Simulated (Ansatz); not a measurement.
Predict the output of the script below (Ansatz 0.2.0 through its Python package).

`run_pdos.py`
```python
# -*- coding: utf-8 -*-
"""Projected density of states of SiO2."""

import ansatz as az
import numpy as np

vectors = np.array([
    [5.013, 0.0, 0.0],
    [-2.5065, 4.341385, 0.0],
    [0.0, 0.0, 5.47],
])
crystal = (
    az.Lattice.of(vectors)
    .atom("Si", (0.5, 0.5, 1 / 3))
    .atom("Si", (0.0, 0.5, 2 / 3))
    .atom("Si", (0.5, 0.0, 0.0))
    .atom("O", (0.197, 0.803, 5 / 6))
    .atom("O", (0.394, 0.197, 1 / 6))
    .atom("O", (0.197, 0.394, 0.5))
    .atom("O", (0.803, 0.197, 5 / 6))
    .atom("O", (0.606, 0.803, 1 / 6))
    .atom("O", (0.803, 0.606, 0.5))
)

calculation = (
    crystal.calculation()
    .functional("lda")
    .kpoints(6, 6, 4, center="gamma")
    .occupations("fixed")
    .scf(extra_bands=24)
    .density_of_states(projected=True, energy_step=0.05)
)
history = []
done = calculation.session().plan().execute(on_event=lambda event: history.append(event["data"]["dr2_ev"]) if event["event"] == "scf_iter" else None)
report = done.report
print("density residual by iteration (eV):", " ".join(f"{value:.1e}" for value in history[:40]))

dos = done.density_of_states()
energy = np.asarray(dos.energies_ev) - dos.fermi_ev
curves = {}
for site in done.projected_density_of_states().sites:
    for shell in site.shells:
        weight = sum(np.sum(curve.g_bin_mean_per_ev, axis=0) for curve in shell.curves)
        name = f"{site.species} {shell.label}"
        curves[name] = curves.get(name, 0) + weight

step = energy[1] - energy[0]
windows = [(-6, -3), (-3, 0), (0, 4)]
print("states by shell in windows of E - E_F (eV):", windows)
for name, g in curves.items():
    print(f"{name:8s}", " ".join(f"{step * g[(energy >= a) & (energy < b)].sum():8.3f}" for a, b in windows))
filled = (energy < 0) & (energy > -6)
for name, g in curves.items():
    if g[filled].sum() * step > 0.5:
        print(f"centre of {name}: {np.average(energy[filled], weights=g[filled]):.2f} eV")
```

```console
$ python run_pdos.py
DeckWarning: basis.ecutwfc = 420 eV, auto-derived from the records' recommended cutoffs: set by Si (normal level)
density residual by iteration (eV): 2.0e-01 6.3e-03 1.9e-03 1.5e-04 3.1e-06 2.5e-08 5.1e-10
states by shell in windows of E - E_F (eV): [(-6, -3), (-3, 0), (0, 4)]
Si 3S       0.076    0.041    0.000
Si 3P       1.645    0.657    0.000
O 2S        0.256    0.318    0.000
O 2P        7.717   19.147    0.000
centre of Si 3P: -3.82 eV
centre of O 2S: -2.55 eV
centre of O 2P: -2.26 eV
```
(Warnings from the package without file and line.)

Caveats:
- Semilocal gaps usually lie well under measured ones.
- Under fixed occupations the level called the Fermi level is the highest filled one on the SCF mesh; off the mesh a filled band can lie a little above it.
- This is a high-temperature or high-pressure form, not the ambient phase.
- The crystal has a gap of about 5.33 eV on the mesh; bins of finite width blur the band edges.
- The starting cell is as deposited in a crystallographic database; the results hold for this polymorph, which needn't be the stable one.
- Curves are summed over the cell's atoms. Only shells that the potentials hold have channels, so projections don't add up to the total, least of all where a shell is missing (p of most metals); heights and places of peaks move with the mesh.
- The density of states is complete only as far up as bands were computed.
- A band centre counts only the states inside the window taken.
- Timing: 10 s on 1 thread of Intel(R) Xeon(R) Processor @ 2.30GHz, with other jobs on the host, peak memory 0.54 GiB.
